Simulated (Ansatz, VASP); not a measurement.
## PtS2 in two plane-wave programs

Aim: how closely do two programs agree when they are given the same cell, functional and k mesh? The structure shown is the start of the Ansatz relaxation below; VASP solves that cell, so the two are compared at the walk's first step.

Main program and level: Ansatz 0.2.0; plane waves, with VASP 6.6.1 beside it; single point at PBE with D3(BJ).

## Step 1: Set-up

The cell holds 6 atoms: 4 S and 2 Pt. Its edges and angles: a = 3.543 Å, b = 3.543 Å, c = 22.326 Å, α = 90.0°, β = 90.0°, γ = 120.0°. It derives from PtS2. As first built, before any earlier steps moved the atoms (in the runner's words): kind sheets cut from a layered crystal; sheets 2. Vacuum lies along c.

## Step 2: Ansatz: relaxation, PBE with D3(BJ)

Ansatz runs on its default PAW (the set named soft_2) files.

The two programs are compared at the cell with which this relaxation starts, whose forces are those of its first step.

Input file input.yaml:

```yaml
crystal:
  lattice:
    - [3.5432, 0.0, 0.0]
    - [-1.7716, 3.068501211, 0.0]
    - [0.0, 0.0, 22.3264152]
  atoms:
    - { symbol: S, position: [0.333333333, 0.666666667, 0.664075046] }
    - { symbol: Pt, position: [0.0, 0.0, 0.612843911] }
    - { symbol: S, position: [0.666666667, 0.333333333, 0.561612775] }
    - { symbol: S, position: [0.333333333, 0.666666667, 0.438387225] }
    - { symbol: Pt, position: [0.0, 0.0, 0.387156089] }
    - { symbol: S, position: [0.666666667, 0.333333333, 0.335924954] }
kpoints:
  mp_grid: { grid: [6, 6, 1] }
scf:
  occupations: { method: fermi_dirac, width: 0.02 }
  n_extra_bands: 8
hamiltonian:
  xc: pbe
  pseudopotentials: { kind: paw }
  dispersion: d3bj
output:
  forces: true
  write_potential: true
  volumetric_format: []
relax:
  f_tol: 0.03
  max_steps: 45
  cell: { fix: [c, alpha, beta] }
```

The run is started by

```bash
> ansatz run input.yaml --threads 2 --pin off --max-ram 4096MiB --backend cpu --events-out ev --progress --plain --runs-dir out
```

Numbers of over 12 decimals in the logs are rounded to 6 here.

The program printed:

```text
scf.n_extra_bands = 8 over 30 filled bands (N_el = 60.0): the run solves 38 bands
Engine: ansatz 0.2.0, x86_64-unknown-linux-gnu
Pseudopotentials: kind: paw
Pseudopotential: S, paw, valence charge 6, recommended cutoff 420 eV (normal), S.paw.azcp
Pseudopotential: Pt, paw, valence charge 18, recommended cutoff 420 eV (normal), Pt.paw.azcp
Functional definition: PBE
  parameter kappa = 0.804
  parameter beta = 0.066725
  exchange = pbe_x(kappa = kappa, mu = beta*pi^2/3)
  correlation = pbe_c(beta = beta)
Crystal: 6 atoms, lattice volume = 242.740 Å³
Basis set: ecut = 420 eV, 4689 PW (Γ), exchange–correlation on 48×48×300 points (8 copies of the dense FFT grid, shifted against one another)
Bands: 38, of which v1, the nominal top of the filled ones, is band 30 counted from 1 (29 counted from 0)
Symmetry: 12 space group operations
Space group: P-3m1 (ITA 164), of the structure as read, at distance tolerance 6.2e-5 Å
k-points: 7 of 36
Non-local potential: S, projectors of the file, l = 0: 2, l = 1: 2, l = 2: 2
Non-local potential: Pt, projectors of the file, l = 0: 3, l = 1: 2, l = 2: 2, l = 3: 1
PAW form: soft (Blöchl's): semilocal exchange-correlation on the pseudo side does not see the compensation charge
PAW one-centre angular grid: S, 110 points (default); XC on 64 Gauss nodes
PAW one-centre angular grid: Pt, 590 points (default); XC on 64 Gauss nodes
Initial density: superposition of atomic densities (neutral atoms: chi_scale 0, normalization atom), corrected by the library's trained network
Initial wavefunctions: pseudopotential atomic-orbital guess
Functional: x = pbe(κ = 0.804, μ = 0.219515), c = pbe(β = 0.066725)
SCF iter   1: F=—  HF=-28658.255971 eV  |F-HF|=—  |Δ(HF+E_count)|=         —  Δρ=2.24e-3  dr2=1.55e-2  ethr=1.77e-3  ⟨swp⟩=10.4  Hψ=1431  notcnv=0
preconditioner: auto → Resta (q_TF=auto, 2.161 Å⁻¹)  ε∞=3.6  [insulator: Δε(μ)=1.378 eV  Ē_g=9.809 eV  σ=0.020 eV  W_gap=1.00  n_scr=44 (ndim 8)  ℏωp=15.8 eV  f_vac=0.535  D(μ)=0.00/eV (n_scr^D=0)  ε∞_Penn≈3.6  vacuum switching on, ρ_ref=7.0e-3 e/Å³]
SCF iter   2: F=—  HF=-28658.253469 eV  |F-HF|=—  |Δ(HF+E_count)|=   2.50e-3  Δρ=1.14e-3  dr2=4.30e-3  ethr=2.58e-5  ⟨swp⟩=2.4  Hψ=513  notcnv=0  defer=28
SCF iter   3: F=—  HF=-28658.253873 eV  |F-HF|=—  |Δ(HF+E_count)|=   4.04e-4  Δρ=5.92e-4  dr2=3.73e-3  ethr=7.17e-6  ⟨swp⟩=2.0  Hψ=392  notcnv=0  defer=28
SCF iter   4: F=—  HF=-28658.253626 eV  |F-HF|=—  |Δ(HF+E_count)|=   2.47e-4  Δρ=1.69e-4  dr2=7.02e-5  ethr=6.22e-6  ⟨swp⟩=2.0  Hψ=276  notcnv=0  defer=28
SCF iter   5: F=—  HF=-28658.253646 eV  |F-HF|=—  |Δ(HF+E_count)|=   2.05e-5  Δρ=9.79e-5  dr2=5.10e-5  ethr=1.17e-7  ⟨swp⟩=2.9  Hψ=463  notcnv=0  defer=28
SCF iter   6: F=—  HF=-28658.253637 eV  |F-HF|=—  |Δ(HF+E_count)|=   9.12e-6  Δρ=2.61e-5  dr2=3.25e-6  ethr=8.50e-8  ⟨swp⟩=2.0  Hψ=345  notcnv=0  defer=28
SCF iter   7: F=—  HF=-28658.253637 eV  |F-HF|=—  |Δ(HF+E_count)|=   2.35e-7  Δρ=1.20e-5  dr2=4.16e-7  ethr=5.42e-9  ⟨swp⟩=2.0  Hψ=366  notcnv=0  defer=28
SCF iter   8: F=-28658.253637 eV  HF=-28658.253638 eV  |F-HF|=2.51e-8  |Δ(HF+E_count)|=   2.54e-7  Δρ=3.34e-6  dr2=4.31e-8  ethr=1.67e-10  ⟨swp⟩=11.0  Hψ=2057  notcnv=0
SCF 1 converged in 8 iterations: F = -28658.253637 eV  dr2 = 4.31e-8
  greatest PAW one-centre occupation: 1.000 electrons in one spin orbital (limit 2), on the Pt atom at site 4 (counted from 0), in its partial waves of l = 0
relax step   1: F+E_penalty+E_count = -28658.25363749 eV  Δ(F+E_penalty+E_count) = +0.000e0 eV  max|allowed force component| = 1.361e0 eV/Å  Δτ_max = 0.0000 Å  P = +3.687 GPa  Ω = 242.740 Å³  fix = [c, alpha, beta]  reactions: c +3.531 GPa  (8 SCF iters, dr2 threshold 1.00e-7 eV, accepted)
Crystal: 6 atoms, lattice volume = 241.611 Å³
Basis set: ecut = 420 eV, 4677 PW (Γ), exchange–correlation on 48×48×300 points (8 copies of the dense FFT grid, shifted against one another)
Initial density: handed on by an earlier stage of this run
Initial wavefunctions: those handed on with the density
iter 1 solved again at ethr=3.09e-4 eV; its pass at ethr=3.10e-3 eV (dr2=1.86e-1 eV) is discarded
SCF iter   1: F=—  HF=-28658.523445 eV  |F-HF|=—  |Δ(HF+E_count)|=         —  Δρ=1.46e-2  dr2=1.82e-1  ethr=3.09e-4  ⟨swp⟩=2.0  Hψ=1449  notcnv=0
preconditioner: auto → Resta (q_TF=auto, 2.163 Å⁻¹)  ε∞=3.8  [insulator: Δε(μ)=1.116 eV  Ē_g=9.414 eV  σ=0.020 eV  W_gap=1.00  n_scr=44 (ndim 8)  ℏωp=15.8 eV  f_vac=0.532  D(μ)=0.00/eV (n_scr^D=0)  ε∞_Penn≈3.8  vacuum switching on, ρ_ref=6.4e-3 e/Å³]
SCF iter   2: F=—  HF=-28658.506431 eV  |F-HF|=—  |Δ(HF+E_count)|=   1.70e-2  Δρ=8.06e-3  dr2=8.35e-2  ethr=3.03e-4  ⟨swp⟩=3.4  Hψ=438  notcnv=0
SCF iter   3: F=—  HF=-28658.505919 eV  |F-HF|=—  |Δ(HF+E_count)|=   5.12e-4  Δρ=3.72e-3  dr2=6.96e-2  ethr=1.39e-4  ⟨swp⟩=3.3  Hψ=425  notcnv=0
[...]
Initial wavefunctions: pseudopotential atomic-orbital guess (no wavefunctions were taken with the density)
iter 1 solved again at ethr=1.14e-6 eV; its pass at ethr=3.10e-3 eV (dr2=6.83e-4 eV) is discarded
SCF iter   1: F=—  HF=-28658.520330 eV  |F-HF|=—  |Δ(HF+E_count)|=         —  Δρ=2.61e-5  dr2=2.05e-7  ethr=1.14e-6  ⟨swp⟩=4.3  Hψ=2259  notcnv=0
eigensolver tolerance schedule: the retry pair's looser diagonalisation over-reported the residual by 3338.75 of it (diagonalisation noise at an unbounded share of the residual, at the tolerance the schedule requests for it); recorded, not acted on — ethr = c·dr2/N_el stays at c = 1.0e-1
preconditioner: auto → Resta (q_TF=auto, 2.158 Å⁻¹)  ε∞=3.8  [insulator: Δε(μ)=1.120 eV  Ē_g=9.465 eV  σ=0.020 eV  W_gap=1.00  n_scr=44 (ndim 8)  ℏωp=15.7 eV  f_vac=0.544  D(μ)=0.00/eV (n_scr^D=0)  ε∞_Penn≈3.8  vacuum switching on, ρ_ref=6.5e-3 e/Å³]
SCF iter   2: F=—  HF=-28658.520475 eV  |F-HF|=—  |Δ(HF+E_count)|=   1.46e-4  Δρ=1.31e-5  dr2=4.43e-8  ethr=3.41e-10  ⟨swp⟩=3.6  Hψ=721  notcnv=0
SCF iter   3: F=—  HF=-28658.520538 eV  |F-HF|=—  |Δ(HF+E_count)|=   6.27e-5  Δρ=3.03e-6  dr2=4.22e-8  ethr=7.38e-11  ⟨swp⟩=3.0  Hψ=537  notcnv=0
SCF iter   4: F=—  HF=-28658.520542 eV  |F-HF|=—  |Δ(HF+E_count)|=   4.28e-6  Δρ=9.91e-7  dr2=2.63e-9  ethr=7.03e-11  ⟨swp⟩=2.4  Hψ=321  notcnv=0
SCF iter   5: F=—  HF=-28658.520544 eV  |F-HF|=—  |Δ(HF+E_count)|=   1.07e-6  Δρ=5.31e-7  dr2=1.31e-9  ethr=4.38e-12  ⟨swp⟩=2.7  Hψ=439  notcnv=0
SCF iter   6: F=—  HF=-28658.520544 eV  |F-HF|=—  |Δ(HF+E_count)|=   1.03e-7  Δρ=1.79e-7  dr2=1.42e-10  ethr=2.19e-12  ⟨swp⟩=2.7  Hψ=364  notcnv=0
SCF iter   7: F=-28658.520544 eV  HF=-28658.520544 eV  |F-HF|=3.47e-9  |Δ(HF+E_count)|=   1.04e-9  Δρ=6.74e-8  dr2=1.25e-11  ethr=1.00e-12  ⟨swp⟩=9.6  Hψ=1544  notcnv=0
SCF 5 converged in 7 iterations: F = -28658.520544 eV  dr2 = 1.25e-11
relax step   5: F+E_penalty+E_count = -28658.52054366 eV  Δ(F+E_penalty+E_count) = -2.409e-4 eV  max|allowed force component| = 2.332e-2 eV/Å  Δτ_max = 0.0000 Å  P = +0.025 GPa  Ω = 245.188 Å³  fix = [c, alpha, beta]  reactions: c +0.036 GPa  stress off target by 2.00e-2 GPa on what of the cell is left free  SCF on the basis re-selected at this cell (its energy is not comparable with the rows above)  (7 SCF iters)
basis re-selected at this cell: Δ(F+E_penalty+E_count) = -2.409e-4 eV, ΔP = -0.001 GPa vs the last step (what re-selecting the basis moved, of the pressure what is left beyond the Pulay correction that the steps carried, after the strain that the cell walked since its last selection, with what the two solves' SCF thresholds leave and, on support functions, any second-order correction that the steps lacked; it is no m [...]
WARN: The input density's exchange-correlation potential varies sharply where the density is thin. Do not read a vacuum level from v_tot or v_xc, or from such a field of the output density. On a cell that repeats whose density bears no net charge and no dipole along the vacuum's axis use v_es (v_loc + v_h of the components); under efield.dipole_correction with no amplitude use v_es + v_field, which holds any external [...]
SCF converged after 7 iterations
Free energy (F): -28658.520544 eV
Harris-Foulkes:  -28658.520544 eV  (|F-HF|=3.47e-9)
Internal energy: -28658.520544 eV  (E = F + TS)
E sigma→0 (E₀):  -28658.520544 eV
Fermi energy:    2.248642 eV
--- Per-component energies (eV) ---
  E_band       = -1177.538147
  E_kinetic    = 1700.681873
  E_local      = -46755.042117  (includes V_loc(G=0)·N_el)
  E_nonlocal   = 510.567879
  E_hartree    = 22458.649112
  E_xc         = -912.076528
  E_vxc        = -955.651582  (∫ρ·V_xc dr)
  E_paw        = -21307.776482  (= ΣΔE_a)
  E_vpaw       = -595.393407  (= ΣTr[D̂ρ^β])
  E_aug_tail   = 0.000384  (compensation charges beyond the density's cutoff)
  E_ewald      = 15648.635024
  E_disp       = -2.159688  (pairwise vdW)
  E_smearing   = -0.000000  (= −TS)
  E_closure    = -0.000000  (closes the sum)
  Σ components = -28658.520544   (vs F -28658.520544, Δ=0.00e0)
--- Forces (eV/Å), atoms counted from 1 ---
  atom   1  S      0.00000000    -0.00000000     0.01432419
  atom   2  Pt     0.00000000     0.00000000    -0.01801836
  atom   3  S      0.00000000     0.00000000     0.02331833
  atom   4  S      0.00000000    -0.00000000    -0.02331833
  atom   5  Pt     0.00000000    -0.00000000     0.01801836
  atom   6  S     -0.00000000     0.00000000    -0.01432419
  max |Σ_I F_I| component: 4.63e-18 eV/Å
--- Stress (GPa, compression-positive) ---
        0.020030      -0.000000       0.000000
        0.000000       0.020030      -0.000000
       -0.000000      -0.000000       0.036151
  P = ⅓ Tr σ = 0.0254 GPa (0.254 kbar)
--- Band table (eV; the first three rows and the last of 7) ---
  k-point 0: bands = [... 26 lower, 0.4686, 0.7535, 0.7535, 1.6620, 3.8669, 3.8669, 4.4202, 4.4202, ... 4 higher]
  k-point 1: bands = [... 26 lower, 0.6683, 0.8341, 0.8985, 1.6883, 3.1733, 3.3314, 3.4942, 4.1485, ... 4 higher]
  k-point 2: bands = [... 26 lower, 0.0079, 0.2008, 0.2284, 1.0232, 2.8412, 3.4282, 3.7038, 4.1438, ... 4 higher]
  k-point 6: bands = [... 26 lower, 0.0014, 0.0014, 0.3974, 0.3974, 2.8080, 2.8080, 3.7998, 3.7998, ... 4 higher]
--- Relaxed structure (4 steps of the walk, 4 accepted, 1 SCFs on fresh bases) ---
  F+E_penalty+E_count = -28658.52054366 eV   max|allowed force component| = 2.332e-2 eV/Å   (the final SCF, on the basis selected at the relaxed cell)
  cell:  # Å, volume = 245.1882 Å³
    - [3.561024, 0, 0]
    - [-1.780512, 3.083938, 0]
    - [0, 0, 22.3264152]
  atoms:
    - { symbol: S, position: [0.333333, 0.666667, 0.659914] }
    - { symbol: Pt, position: [0, 0, 0.604291] }
    - { symbol: S, position: [0.666667, 0.333333, 0.550140] }
    - { symbol: S, position: [0.333333, 0.666667, 0.449860] }
    - { symbol: Pt, position: [0, 0, 0.395709] }
    - { symbol: S, position: [0.666667, 0.333333, 0.340086] }
```

The column dr2 measures how far the density is from self-consistency, as an energy; F and HF (Harris–Foulkes) agree once it is small.

## Step 3: VASP: single point, PBE with D3(BJ), start cell

The same cell, functional, mesh and smearing now go to VASP, with its own data sets.

Lines of VASP's logs that name or quote its potential files are left out, and so is its time.

Input file INCAR:

```
SYSTEM = PtS2
PREC = Accurate
ENCUT = 400
EDIFF = 1E-06
NELM = 120
ISMEAR = -1
SIGMA = 0.02
LREAL = .FALSE.
ALGO = Normal
GGA = PE
IVDW = 12
NBANDS = 28
LASPH = .TRUE.
LORBIT = 11
LWAVE = .FALSE.
LCHARG = .FALSE.
ISIF = 2
GGA_COMPAT = .FALSE.
EFERMI = MIDGAP
KPAR = 2
```

Input file POSCAR:

```
PtS2
1.0
    3.5432000000      0.0000000000      0.0000000000
   -1.7716000000      3.0685010000      0.0000000000
    0.0000000000      0.0000000000     22.3264150000
S Pt
4 2
Direct
    0.3333332790      0.6666665580      0.6640750429
    0.6666667210      0.3333334420      0.5616127802
    0.3333332790      0.6666665580      0.4383872198
    0.6666667210      0.3333334420      0.3359249571
    0.0000000000      0.0000000000      0.6128439340
    0.0000000000      0.0000000000      0.3871561108
```

Input file KPOINTS:

```
Automatic mesh
0
Gamma
6 6 1
0 0 0
```

Potentials, in the order of the species: S and Pt (PBE family, release 64).

The run is started by

```bash
> mpirun -np 2 vasp_std
```

The program printed:

```text
[banner, memory and clock lines left out]
running    2 mpi-ranks, on    1 nodes
 distrk:  each k-point on    1 cores,    2 groups
 distr:  one band on    1 cores,    1 groups

 POSCAR found type information on POSCAR S Pt
 POSCAR found :  2 types and       6 ions
 LDA part: xc-table for (Slater+PW92), standard interpolation
 POSCAR, INCAR and KPOINTS ok, starting setup
 FFT: planning ... GRIDC
 FFT: planning ... GRID_SOFT
 FFT: planning ... GRID
 WAVECAR not read
 entering main loop
       N       E                     dE             d eps       ncg     rms          rms(c)
DAV:   1     0.302325592196E+03    0.30233E+03   -0.15899E+04   392   0.105E+03
DAV:   2    -0.620851320670E+01   -0.30853E+03   -0.29944E+03   552   0.232E+02
DAV:   3    -0.326218293828E+02   -0.26413E+02   -0.25922E+02   468   0.756E+01
DAV:   4    -0.333903861912E+02   -0.76856E+00   -0.76578E+00   512   0.141E+01
DAV:   5    -0.334085197505E+02   -0.18134E-01   -0.18125E-01   480   0.219E+00    0.282E+01
DAV:   6    -0.309929260610E+02    0.24156E+01   -0.15845E+01   436   0.307E+01    0.183E+01
DAV:   7    -0.307292478510E+02    0.26368E+00   -0.40416E+00   416   0.167E+01    0.669E+00
DAV:   8    -0.306084580673E+02    0.12079E+00   -0.27323E-01   440   0.425E+00    0.170E+00
DAV:   9    -0.305918114980E+02    0.16647E-01   -0.89713E-02   456   0.228E+00    0.421E-01
DAV:  10    -0.305925510138E+02   -0.73952E-03   -0.74153E-03   468   0.495E-01    0.509E-01
DAV:  11    -0.305925640954E+02   -0.13082E-04   -0.11138E-04   572   0.566E-02    0.526E-01
DAV:  12    -0.305933170930E+02   -0.75300E-03   -0.34935E-03   456   0.361E-01    0.441E-01
DAV:  13    -0.305961983008E+02   -0.28812E-02   -0.80332E-03   480   0.369E-01    0.130E+00
DAV:  14    -0.305949087601E+02    0.12895E-02   -0.10991E-03   420   0.206E-01    0.112E+00
DAV:  15    -0.305938979926E+02    0.10108E-02   -0.75934E-04   464   0.134E-01    0.817E-01
DAV:  16    -0.305933035354E+02    0.59446E-03   -0.48723E-04   484   0.906E-02    0.535E-01
DAV:  17    -0.305929894004E+02    0.31413E-03   -0.40429E-04   464   0.822E-02    0.273E-01
DAV:  18    -0.305929202606E+02    0.69140E-04   -0.94232E-05   496   0.404E-02    0.154E-01
DAV:  19    -0.305929202610E+02   -0.33288E-09   -0.33291E-06   396   0.133E-02
   1 F= -.32681218E+02 E0= -.32681218E+02  d E =-.317408E-15
```

(Part 1 of 2 ends here.)

[Lines on the potential files, build, host, timing and source positions are cut from VASP's logs without a mark.]

[Logs are printed without paths, hosts, clocks, repeated set-up lines and the standing remarks that a program may print on its own settings, such as how far it seeks lower states.]

[Hosts, paths, dates, database ids (printed as entryN), source tags and the programs' standing remarks are cut or masked in the printed files.]
